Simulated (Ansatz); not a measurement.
The reference is ZnTe in the zinc blende structure (space group F-43m, No. 216; a = 6.1134 Å). Axes: x, y, z lie along the cube axes.

The change: tensile biaxial strain of 1.09 % in the plane normal to [001], as in epitaxy on a mismatched substrate; the out-of-plane cell vector and the atoms relax.

Levels (all Ansatz, an electronic-structure program, PAW): r2SCAN (500 eV, no spin-orbit coupling); HSE06+SOC (420 eV, spin-orbit coupling included).

The geometry is relaxed with r2SCAN.

| Quantity | Value |
|---|---|
| r2SCAN valence-band top at Γ | 0.00, -0.08, -0.08 eV |
| r2SCAN band gap | 1.68 eV |

Question: Predict the valence-band top at Γ and band gap from HSE06+SOC.

Answer: The valence-band top at Γ (three highest Kramers pairs, from the VBM) goes from 0.00, -0.08, -0.08 eV to 0.00, -0.06, -1.01 eV; the band gap increases by 0.16 eV to 1.84 eV.

Single points use the geometry relaxed with r2SCAN. Differences between runs with and without spin-orbit coupling are approximate. With Te present, leaving out spin-orbit coupling can change the band edges. No phonon test of stability was made.
